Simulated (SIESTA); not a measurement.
**Mo under changes of volume**

One of the cells (16.209 Å³/atom); the others are scaled copies at fixed shape and fractional positions:

```xyz
1
Lattice="-1.5943 1.5943 1.5943 1.5943 -1.5943 1.5943 1.5943 1.5943 -1.5943" Properties=species:S:1:pos:R:3 pbc="T T T"
Mo    0.0000    0.0000    0.0000
```

```yaml
Program: SIESTA 5.4.2
Functional: PBE
Potentials_or_basis: PseudoDojo 0.4 standard (PBE files)
Basis: DZP (energy shift 0.002 Ry)
Grid_cutoff: 800 Ry
Energy_shift: 0.002 Ry
k_mesh: 12 × 12 × 12
Occupations: fermi-dirac, width 0.05 eV
Spin: no spin polarisation
```

| volume (Å³/atom) | energy over the lowest point (meV/atom) | pressure (GPa) |
| --- | --- | --- |
| 14.938 | 45.75 | 18.4 |
| 15.256 | 16.32 | 11.5 |
| 15.574 | 0.00 | 5.2 |
| 16.209 | ? | ? |
| 16.527 | 17.54 | -10.1 |
| 16.845 | 41.86 | -14.2 |

What does the run at 16.209 Å³/atom give?

Energy over the lowest point 1.75 meV/atom; pressure -5.7 GPa.

Worked out: A Birch-Murnaghan fit of order 3 (a polynomial in V^(-2/3)) to the other rows has its minimum at 15.86 Å³/atom with B0 = V·E''(V) = 270 GPa and B' = 4.4. It gives 1.78 meV/atom at 16.209 Å³/atom, against the run's 1.75, and -dE/dV = -5.6 GPa, against -5.7.

Energies are extrapolated to zero smearing.

Caveats: semicore shells carry a single zeta, which can move pressures by several GPa and volumes by a few percent; the basis of atomic orbitals isn't converged, which shifts pressures, moduli and gaps.
